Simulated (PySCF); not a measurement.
C3H5N2 (charge +1).
SMILES: `c1c[nH+]c[nH]1`

Computed with PySCF 2.14.0, density-fitted response routines, TDDFT B3LYP/def2-SVPD, vertical, gas phase, core orbitals frozen in the response. Geometry: GFN2-xTB; no solvent, vibrations or thermal averaging.

Computed states:

```
state  E (eV)       f
   S1    6.31   0.147
   S2    7.32  0.0000
   S3    7.55   0.066
   S4    8.17  0.0000
   S5    8.87   0.037
   S6    8.95  0.0032
   S7    9.06   0.377
   S8    9.20  0.0023
```

Each state is given a Gaussian of 0.3 eV full width at half maximum, with ε(max) = 2.175×10⁸ f / Δν̃ (Δν̃ the width in cm⁻¹). The width is an assumption, not a result. The curve ends short of the highest state used, and states not computed would add to its high-energy end.

Problem. What does the envelope look like, and where are its maxima?

Solution. 
(λ (nm), ε (L mol⁻¹ cm⁻¹)): (144.3, 365), (145.5, 88), (146.7, 17), (147.9, 2), (149.2, 0), (150.4, 0), (151.6, 0), (152.8, 0), (154.1, 3), (155.3, 17), (156.5, 79), (157.7, 283), (159.0, 865), (160.2, 1916), (161.4, 3416), (162.6, 4946), (163.9, 5901), (165.1, 5697), (166.3, 4586), (167.5, 3103), (168.8, 1684), (170.0, 812), (171.2, 336), (172.4, 120), (173.7, 34), (174.9, 9), (176.1, 2), (177.3, 0), (178.6, 0), (179.8, 0), (181.0, 2), (182.2, 7), (183.5, 27), (184.7, 86), (185.9, 239), (187.1, 585), (188.4, 1344), (189.6, 2562), (190.8, 4364), (192.0, 6664), (193.3, 9366), (194.5, 11543), (195.7, 12906), (196.9, 13139), (198.2, 12098), (199.4, 10239), (200.6, 7970), (201.8, 5722), (203.1, 3661), (204.3, 2242), (205.5, 1278), (206.7, 679), (208.0, 318), (209.2, 147), (210.4, 64), (211.6, 26)

Maxima: 197 nm (6.31 eV), ε about 13000, made up of S1 (100%); 164 nm (7.55 eV), ε about 6000, made up of S3 (100%) (ε in L mol⁻¹ cm⁻¹; maxima over ε = 5, shares over 10%). At its high-energy end, 8.60 eV, the curve is still rising (ε about 420, from S5 and S7).

Problem. What would ε be at 6.31 eV, the highest of these maxima, with half the width (0.15 eV)?

Solution. About 26400 L mol⁻¹ cm⁻¹ against 13200, a factor of about 2.00; a lone state at its own centre would give exactly 2.

Problem. On this curve, what absorbance would a 10⁻⁵ mol/L sample give at 193 nm over a 1 cm path?

Solution. 193 nm is 6.424 eV, where ε is about 8800 L mol⁻¹ cm⁻¹, so A = ε c l ≈ 0.088 (Beer–Lambert, with the gas-phase spectrum and the assumed width).

Problem. Coming from long wavelengths, where does ε first pass 100 L mol⁻¹ cm⁻¹?

Solution. At about 210 nm (5.91 eV), 0.40 eV below S1.
